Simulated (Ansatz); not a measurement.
# ZrS2: the cost of one run

Computed with Ansatz 0.2.0 (DFT PBE+D3(BJ), scalar-relativistic, plane waves, PAW, unless a step's input says otherwise).

3 further runs of the same task are left out: 3 set aside as unsound or not needed.

### Step 1. The system as given

The structure is trigonal, space group P-3m1 (No. 164). The conventional cell has a = 3.635 Å, b = 3.635 Å, c = 5.723 Å, α = 90.00°, β = 90.00°, γ = 120.00°. Around Zr (site symmetry -3m) lie 6 S at 2.56 Å. S (site symmetry 3m) has 3 Zr at 2.56 Å as nearest neighbours.

Coordinates:

```cif
data_structure
_symmetry_space_group_name_H-M 'P 1'
_symmetry_Int_Tables_number 1
_cell_length_a 3.6350
_cell_length_b 3.6350
_cell_length_c 5.7227
_cell_angle_alpha 90.000
_cell_angle_beta 90.000
_cell_angle_gamma 120.000
_cell_volume 65.49
loop_
_atom_site_label
_atom_site_type_symbol
_atom_site_fract_x
_atom_site_fract_y
_atom_site_fract_z
_atom_site_occupancy
Zr1 Zr 0.00000 0.00000 0.00000 1
S1 S 0.33333 0.66667 0.25525 1
S2 S 0.66667 0.33333 0.74475 1
```

It is the result of an earlier relaxation at this level (volume 21.83 Å³/atom; gap on the mesh: 0.66 eV).

### Step 2. Zero of the scan

input.yaml reads:

```yaml
crystal:
  lattice:
    - [3.6350197311, 0.0, 0.0]
    - [-1.8175098655, 3.1480194304, 0.0]
    - [0.0, 0.0, 5.7227453969]
  atoms:
    - { symbol: Zr, position: [0.0, 0.0, 0.0] }
    - { symbol: S, position: [0.3333333333, 0.6666666667, 0.2552453888] }
    - { symbol: S, position: [0.6666666667, 0.3333333333, 0.7447546112] }
basis:
  ecutwfc: 420
kpoints:
  mp_grid: { grid: [12, 12, 6] }
hamiltonian:
  xc: pbe
  dispersion: d3bj
scf:
  occupations: { method: gaussian, width: 0.05 }
output:
  forces: true
  stress: true
  eigenvalues: true
```

On the command line:

```console
$ ansatz run input.yaml --threads 1 --pin off --max-ram 2560MiB --backend cpu --events-out ev --progress --plain --runs-dir out
```

**Question.** How long does this run take on 1 thread of AMD EPYC 7R43 (Zen 3), shared host, and how much memory does it need?

About 7.8 s, with a peak of 0.43 GiB.
